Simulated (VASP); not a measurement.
# TiO2 (Rutile) (P4_2/mnm) in VASP: settings compared

The runs below take TiO2 (Rutile) through G0W0 quasiparticle levels, band structure, phonons, with PBE, PBEsol.

All numbers are computed with VASP 6.6.1; they aren't measurements. Logs are shortened: lines on timing, memory, paths and dates and some standing lists are left out, and cuts for length are marked.

**What was measured.**

From “Shallow Valence Band of Rutile GeO2 and P-type Doping”, 2020, arxiv:2011.08928, for a bulk crystal of TiO2 at 1.6 K: band gap 3.03 eV (direct).

How close the calculation comes is told below.

**1. Starting point**

The structure is tetragonal, space group P4_2/mnm (No. 136). The conventional cell has a = 4.593 Å, b = 4.593 Å, c = 2.942 Å, α = 90.00°, β = 90.00°, γ = 90.00°. Ti (site symmetry mmm) has 6 O at 1.94 to 1.98 Å as nearest neighbours. O (site symmetry m2m) has 3 Ti at 1.94 to 1.98 Å as nearest neighbours.

**2. G0W0 quasiparticle levels, PBE**

Contents of POSCAR:

```
TiO2                                    
1.0
    4.5927071365     -0.0000000000      0.0000000000
    0.0000000000      4.5927071365      0.0000000000
    0.0000000000      0.0000000000      2.9417409262
  Ti              O             
     2     4
Direct
     0.0000000000000000    1.0000000000000000    1.0000000000000000
     0.5000000000000000    0.5000000000000000    0.5000000000000000
     0.3043249358259531    0.3043249358259531    0.0000000000000000
     0.1956750641740469    0.8043249358259531    0.5000000000000000
     0.6956750641740469    0.6956750641740469    1.0000000000000000
     0.8043249358259531    0.1956750641740469    0.5000000000000000
```

Contents of INCAR.step1:

```
PREC = Accurate ; ENCUT = 500
EDIFF = 1E-8 ; ISMEAR = 0
SIGMA = 0.01 ; LREAL = F
LASPH = T ; NELM = 80
ALGO = Fast ; LWAVE = T
LCHARG = F ; GGA = PE
KPAR = 4
```

Contents of INCAR.step2:

```
PREC = Accurate ; ENCUT = 500
EDIFF = 1E-8 ; ISMEAR = 0
SIGMA = 0.01 ; LREAL = F
LASPH = T ; NELM = 1
ALGO = Exact ; LWAVE = T
LCHARG = F ; GGA = PE
KPAR = 4 ; NBANDS = 258
LOPTICS = T ; ISTART = 1
```

Contents of INCAR.step3:

```
PREC = Accurate ; ENCUT = 500
EDIFF = 1E-8 ; ISMEAR = 0
SIGMA = 0.01 ; LREAL = F
LASPH = T ; ALGO = EVGW0
LWAVE = F ; LCHARG = F
GGA = PE ; KPAR = 4
NELMGW = 1 ; NBANDS = 258
ENCUTGW = 150 ; NOMEGA = 48
PRECFOCK = Fast ; ISTART = 1
NBANDSGW = 32
```

Contents of KPOINTS:

```
Automatic mesh
0
Gamma
  4 4 4
```

Potentials or basis: VASP PAW PBE potentials, release 64 (Ti_sv_GW, O_GW).

Launch:

```console
> cat potpaw_PBE.64/Ti_sv_GW/POTCAR potpaw_PBE.64/O_GW/POTCAR > POTCAR
> cp INCAR.step1 INCAR
> mpirun -np 4 vasp_std > vasp.out
> cp INCAR.step2 INCAR
> mpirun -np 4 vasp_std > vasp.out
> cp INCAR.step3 INCAR
> mpirun -np 4 vasp_std > vasp.out
```

OUTCAR:

```text
PREC = Accurate
   ENCUT = 500
   EDIFF = 1E-8
   ISMEAR = 0
   LREAL = F
   LASPH = T
   GGA = PE
   NELMGW = 1
   ENCUTGW = 150
   PRECFOCK = Fast
   ISTART = 1

 ion  position               nearest neighbor table
   1  0.000  0.000  0.000-   4 1.94   6 1.94   4 1.94   6 1.94   5 1.98   3 1.98
   2  0.500  0.500  0.500-   3 1.94   5 1.94   3 1.94   5 1.94   4 1.98   6 1.98
   3  0.304  0.304  0.000-   2 1.94   2 1.94   1 1.98
   4  0.196  0.804  0.500-   1 1.94   1 1.94   2 1.98
   5  0.696  0.696  0.000-   2 1.94   2 1.94   1 1.98
   6  0.804  0.196  0.500-   1 1.94   1 1.94   2 1.98

  LATTYP: Found a simple tetragonal cell.
 ALAT       =     4.5927071365
 C/A-ratio  =     0.6405243876

  Lattice vectors:

 A1 = (   4.5927071365,   0.0000000000,   0.0000000000)
 A2 = (   0.0000000000,   4.5927071365,   0.0000000000)
 A3 = (   0.0000000000,   0.0000000000,   2.9417409262)

Analysis of symmetry for initial positions (statically):
=====================================================================
 Subroutine PRICEL returns:
 Original cell was already a primitive cell.

 Routine SETGRP: Setting up the symmetry group for a
 simple tetragonal supercell.

 Subroutine GETGRP returns: Found 16 space group operations
 (whereof  8 operations were pure point group operations)
 out of a pool of 16 trial point group operations.

The static configuration has the point symmetry D_2h.
 The point group associated with its full space group is D_4h.

Analysis of symmetry for dynamics (positions and initial velocities):
=====================================================================
 Subroutine PRICEL returns:
 Original cell was already a primitive cell.

 Routine SETGRP: Setting up the symmetry group for a
 simple tetragonal supercell.

 Subroutine GETGRP returns: Found 16 space group operations
 (whereof  8 operations were pure point group operations)
 out of a pool of 16 trial point group operations.

The dynamic configuration has the point symmetry D_2h.
 The point group associated with its full space group is D_4h.

 Subroutine INISYM returns: Found 16 space group operations
 (whereof  8 operations are pure point group operations),
 and found     1 'primitive' translations

----------------------------------------------------------------------------------------

                                     Primitive cell

  volume of cell :      62.0500

  direct lattice vectors                    reciprocal lattice vectors
     4.592707136  0.000000000  0.000000000     0.217736505  0.000000000  0.000000000
     0.000000000  4.592707136  0.000000000     0.000000000  0.217736505  0.000000000
     0.000000000  0.000000000  2.941740926     0.000000000  0.000000000  0.339934761

  length of vectors
     4.592707136  4.592707136  2.941740926     0.217736505  0.217736505  0.339934761

  position of ions in fractional coordinates (direct lattice)
     0.000000000  0.000000000  0.000000000
     0.500000000  0.500000000  0.500000000
     0.304324936  0.304324936  0.000000000
     0.195675064  0.804324936  0.500000000
     0.695675064  0.695675064  0.000000000
     0.804324936  0.195675064  0.500000000

  ion indices of the primitive-cell ions
   primitive index   ion index
                 1           1
                 2           2
                 3           3
                 4           4
                 5           5
                 6           6

----------------------------------------------------------------------------------------

 KPOINTS: Automatic mesh

Automatic generation of k-mesh.
 Grid dimensions read from file:
 generate k-points for:    4    4    4

 Generating k-lattice:

  Cartesian coordinates                     Fractional coordinates (reciprocal lattice)
     0.054434126  0.000000000  0.000000000     0.250000000  0.000000000  0.000000000
     0.000000000  0.054434126  0.000000000     0.000000000  0.250000000  0.000000000
     0.000000000  0.000000000  0.084983690     0.000000000  0.000000000  0.250000000

  Length of vectors
     0.054434126  0.054434126  0.084983690

  Shift w.r.t. Gamma in fractional coordinates (k-lattice)
     0.000000000  0.000000000  0.000000000

 Subroutine IBZKPT returns following result:
 ===========================================

 Found     18 irreducible k-points:

 Following reciprocal coordinates:
            Coordinates               Weight
  0.000000  0.000000  0.000000      1.000000
  0.250000  0.000000  0.000000      4.000000
  0.500000  0.000000  0.000000      2.000000
  0.250000  0.250000  0.000000      4.000000
  0.500000  0.250000  0.000000      4.000000
  0.500000  0.500000  0.000000      1.000000
[... 10 lines left out ...]
  0.500000  0.250000  0.500000      4.000000
  0.500000  0.500000  0.500000      1.000000
   k-points           NKPTS =     18   k-points in BZ     NKDIM =     64   number of bands    NBANDS=    258
   number of dos      NEDOS =    301   number of ions     NIONS =      6
   total plane-waves  NPLWV =  31104
   dimension x,y,z NGX =    36 NGY =   36 NGZ =   24
   dimension x,y,z NGXF=    72 NGYF=   72 NGZF=   48
   ions per type =               2   4
   NGX,Y,Z   is equivalent  to a cutoff of  13.03, 13.03, 13.56 a.u.
   NGXF,Y,Z  is equivalent  to a cutoff of  26.06, 26.06, 27.13 a.u.
 SYSTEM =  unknown system
   PREC   = accura    normal or accurate (medium, high low for compatibility)
   ISTART =      1    job   : 0-new  1-cont  2-samecut
   ICHARG =      0    charge: 1-file 2-atom 10-const
   ISPIN  =      1    spin polarized calculation?
   LNONCOLLINEAR =      F non collinear calculations
   LSORBIT =      F    spin-orbit coupling
   LASPH  =      T    aspherical Exc in radial PAW
   ENCUT  =  500.0 eV  36.75 Ry    6.06 a.u.   8.37  8.37  5.36*2*pi/ulx,y,z
   NELM   =     60;   NELMIN=  2; NELMDL=  0     # of ELM steps
   EDIFF  = 0.1E-07   stopping-criterion for ELM
   LREAL  =      F    real-space projection
   EDIFFG = 0.1E-06   stopping-criterion for IOM
   NSW    =      0    number of steps for IOM
   IBRION =     -1    ionic relax: 0-MD 1-quasi-New 2-CG
   NFREE  =      0    steps in history (QN), initial steepest desc. (CG)
   ISIF   =      0    stress and relaxation
   ISYM   =      3    0-nonsym 1-usesym 2-fastsym
   POTIM  = 0.5000    time-step for ionic-motion
   TEBEG  =    0.0;   TEEND  =   0.0 temperature during run
   PSTRESS=    0.0 pullay stress
   NELECT =      48.0000    total number of electrons
   NUPDOWN=      -1.0000    fix difference up-down
   EMIN   =  10.00;   EMAX   =-10.00  energy-range for DOS
   EFERMI =   0.00;   METHOD = LEGACY
   ISMEAR =     0;   SIGMA  =   0.01  broadening in eV -4-tet -1-fermi 0-gaus
   EFERMI_NEDOS =   21; number of points for ismear=-14 and -15
   IALGO  =     38    algorithm
   IMIX   =      4    mixing-type and parameters
     AMIX     =   0.40;   BMIX     =  1.00
     AMIX_MAG =   1.60;   BMIX_MAG =  1.00
  volume/ion in A,a.u.               =      10.34        69.79
  Fermi-wavevector in a.u.,A,eV,Ry     =   1.502823  2.839924 30.728459  2.258478
  Thomas-Fermi vector in A             =   2.614014
   LORBIT       =      0    0 simple, 1 ext, 2 COOP (PROOUT), +10 PAW based schemes
   GGA     = PE    functional components
   LHFCALC =     T    Hartree Fock is set to
   PRECFOCK=fast      Normal, Fast or Accurate (Low or Medium for compatibility)
   ENCUT4O =  -1.0   cutoff for four orbital integrals eV
   NKREDX  =     1    reduce k-point grid by
   NKREDY  =     1    reduce k-point grid by
   NKREDZ  =     1    reduce k-point grid by
   AEXX    =    1.0000 exact exchange contribution
   HFSCREEN=    0.0000 screening length (either q_TF or 0.3 A-1)
   HFSCREENC=   0.0000 screening length for correlation (either q_TF or 0.3 A-1)
   ENCUTFOCK=  -1.0 apply spherical cutoff to Coloumb kernel
   IVDW    =     0    specifies the selected vdW correction
   LEPSILON=     F    determine dielectric tensor
   LRPA    =     F    only Hartree local field effects (RPA)
   LRPAFORCE           =     F    calculate RPA forces
   ENCUTGW             = 150.0    cutoff for response function in eV
   ENCUTGWSOFT         = 120.0    soft cutoff for Coulomb kernel in GW response function in eV
   ENCUTLF             =  -1.0    cutoff for local field effects
   NELMGW              =     1    number of iterations in solving QP/BSE equation
   NELMHF              =     1    number of iterations in the inner HF iteration
   NKREDLFX            =     1    NKREDLFY  =   1   NKREDLFZ  =   1
 non-spin polarized calculation
 Gauss-broadening in eV      SIGMA  =   0.01
  energy-cutoff  :      500.00
  volume of cell :       62.05
 maximum number of plane-waves:      1596
 NGX is ok and might be reduce to    36
  NGX = 18; NGY = 18; NGZ = 12
   NGX = 17   NGY = 17   NGZ = 11
 maximum number of plane-waves:       270

 QP shifts <psi_nk| G(iteration)W_0 |psi_nk>: iteration 1
 for sc-GW calculations column KS-energies equals QP-energies in previous step
 and V_xc(KS)=  KS-energies - (<T + V_ion + V_H > + <T+V_H+V_ion>^1  + <V_x>^1)

 k-point   1 :       0.0000    0.0000    0.0000
  band No.  KS-energies  QP-energies   sigma(KS)   V_xc(KS)     V^pw_x(r,r')   Z            occupation Imag(sigma)

      1     -51.9636     -52.9773     -26.6822     -24.9390     -41.6836       0.5815       2.0000       1.8763
      2     -51.9459     -52.9489     -26.6674     -24.9576     -41.6901       0.5866       2.0000       1.8771
      3     -28.2889     -29.0881     -25.2071     -23.9572     -34.5761       0.6394       2.0000       1.1796
      4     -28.2889     -29.0881     -25.2071     -23.9572     -34.5761       0.6394       2.0000       1.1796
      5     -28.1190     -28.9329     -25.4053     -24.1530     -34.6136       0.6499       2.0000       1.0803
      6     -28.1190     -28.9329     -25.4053     -24.1530     -34.6136       0.6499       2.0000       1.0803
[... 24 lines left out ...]
     31       9.5168      10.9441     -19.7770     -21.8845     -12.3228       0.6773       0.0000      -0.6976
     32      11.5617      13.0670     -20.8344     -23.0093     -14.3675       0.6921       0.0000      -0.6073

 k-point   2 :       0.2500    0.0000    0.0000
  band No.  KS-energies  QP-energies   sigma(KS)   V_xc(KS)     V^pw_x(r,r')   Z            occupation Imag(sigma)

      1     -51.9610     -52.9733     -26.6800     -24.9417     -41.6846       0.5824       2.0000       1.8763
      2     -51.9485     -52.9536     -26.6696     -24.9551     -41.6893       0.5862       2.0000       1.8769
      3     -28.2687     -29.0721     -25.2360     -23.9830     -34.5794       0.6412       2.0000       1.1655
      4     -28.2687     -29.0721     -25.2360     -23.9830     -34.5794       0.6412       2.0000       1.1655
      5     -28.1417     -28.9480     -25.3721     -24.1220     -34.6060       0.6450       2.0000       1.0968
      6     -28.1417     -28.9480     -25.3721     -24.1220     -34.6060       0.6450       2.0000       1.0968
[... 24 lines left out ...]
     31       9.8109      11.3430     -20.1148     -22.2709     -13.8883       0.7106       0.0000      -0.4397
     32      11.3722      12.8908     -20.5890     -22.7660     -14.3417       0.6976       0.0000      -0.5491

 k-point   3 :       0.5000    0.0000    0.0000
  band No.  KS-energies  QP-energies   sigma(KS)   V_xc(KS)     V^pw_x(r,r')   Z            occupation Imag(sigma)

      1     -51.9548     -52.9642     -26.6747     -24.9485     -41.6869       0.5848       2.0000       1.8765
      2     -51.9548     -52.9642     -26.6747     -24.9485     -41.6869       0.5848       2.0000       1.8765
      3     -28.2351     -29.0464     -25.2941     -24.0318     -34.5862       0.6428       2.0000       1.1371
      4     -28.2351     -29.0464     -25.2941     -24.0318     -34.5862       0.6428       2.0000       1.1371
      5     -28.1776     -28.9738     -25.3087     -24.0679     -34.5942       0.6416       2.0000       1.1278
      6     -28.1776     -28.9738     -25.3087     -24.0679     -34.5942       0.6416       2.0000       1.1278
[... 24 lines left out ...]
     31      11.0348      12.5489     -20.5605     -22.7365     -14.0867       0.6958       0.0000      -0.5628
     32      11.0348      12.5489     -20.5605     -22.7365     -14.0867       0.6958       0.0000      -0.5628

 k-point   4 :       0.2500    0.2500    0.0000
  band No.  KS-energies  QP-energies   sigma(KS)   V_xc(KS)     V^pw_x(r,r')   Z            occupation Imag(sigma)
[... 463 lines left out ...]
     31       9.8053      11.4008     -20.1771     -22.4317     -13.6697       0.7077       0.0000      -0.4380
     32      10.8070      12.2805     -20.2113     -22.3253     -13.6407       0.6970       0.0000      -0.5543

 k-point  17 :       0.5000    0.2500    0.5000
  band No.  KS-energies  QP-energies   sigma(KS)   V_xc(KS)     V^pw_x(r,r')   Z            occupation Imag(sigma)

      1     -51.9114     -52.9313     -26.7013     -24.9858     -41.7060       0.5945       2.0000       1.8753
      2     -51.9114     -52.9313     -26.7013     -24.9858     -41.7060       0.5945       2.0000       1.8753
      3     -28.5329     -29.4169     -25.1755     -23.8116     -34.5613       0.6481       2.0000       1.2918
      4     -28.5329     -29.4169     -25.1755     -23.8116     -34.5613       0.6481       2.0000       1.2918
      5     -28.1355     -28.9349     -25.3608     -24.1247     -34.6076       0.6467       2.0000       1.1021
      6     -28.1355     -28.9349     -25.3608     -24.1247     -34.6076       0.6467       2.0000       1.1021
[... 24 lines left out ...]
     31      10.1771      11.7413     -20.2746     -22.5027     -13.8009       0.7020       0.0000      -0.4628
     32      10.1771      11.7413     -20.2746     -22.5027     -13.8009       0.7020       0.0000      -0.4628

 k-point  18 :       0.5000    0.5000    0.5000
  band No.  KS-energies  QP-energies   sigma(KS)   V_xc(KS)     V^pw_x(r,r')   Z            occupation Imag(sigma)

      1     -51.9114     -52.9329     -26.7011     -24.9858     -41.7060       0.5955       2.0000       1.8753
      2     -51.9114     -52.9329     -26.7011     -24.9858     -41.7060       0.5955       2.0000       1.8753
      3     -28.5269     -29.4156     -25.1891     -23.8212     -34.5636       0.6497       2.0000       1.2881
      4     -28.5269     -29.4156     -25.1891     -23.8212     -34.5636       0.6497       2.0000       1.2881
      5     -28.1417     -28.9328     -25.3443     -24.1143     -34.6046       0.6431       2.0000       1.1062
      6     -28.1417     -28.9328     -25.3443     -24.1143     -34.6046       0.6431       2.0000       1.1062
[... 24 lines left out ...]
     31      10.8651      12.3571     -20.3632     -22.5027     -13.8974       0.6974       0.0000      -0.5409
     32      10.8651      12.3571     -20.3632     -22.5027     -13.8974       0.6974       0.0000      -0.5409
```

It took 7.9 min on 4 MPI ranks of Intel Xeon 6975P-C (Granite Rapids), shared host; peak memory 1.1 GiB.

What came out:

```yaml
Band_gap_on_the_k_mesh_mean-field_level: 1.88 eV, direct
Quasiparticle_gap: 3.44 eV
Least_direct_quasiparticle_gap: 3.49 eV
```

Levels at points of the mesh, in eV from the valence-band top:
| k point | band 22 | band 23 | band 24 | band 25 | band 26 | band 27 |
| --- | --- | --- | --- | --- | --- | --- |
| (0.00, 0.00, 0.00) | -0.46 | -0.46 | 0.00 | 1.88 | 2.17 | 2.45 |
| (0.50, 0.00, 0.00) | -1.63 | -0.75 | -0.75 | 2.56 | 2.56 | 3.08 |
| (0.50, 0.50, 0.00) | -1.29 | -1.08 | -1.08 | 1.91 | 1.91 | 2.56 |
| (0.00, 0.00, 0.50) | -2.38 | -1.43 | -1.43 | 3.00 | 3.03 | 3.26 |
| (0.50, 0.00, 0.50) | -2.05 | -1.04 | -1.04 | 1.93 | 1.93 | 3.27 |
| (0.50, 0.50, 0.50) | -1.30 | -0.67 | -0.67 | 2.63 | 2.65 | 3.24 |

Caveat: the k mesh is coarse (spacing up to 0.53 Å⁻¹), so the values aren't converged; bands, screening cutoff and mesh are small and nothing is extrapolated, so the quasiparticle values aren't converged. A k mesh can miss the band edges.

[end of part 1 of 2]
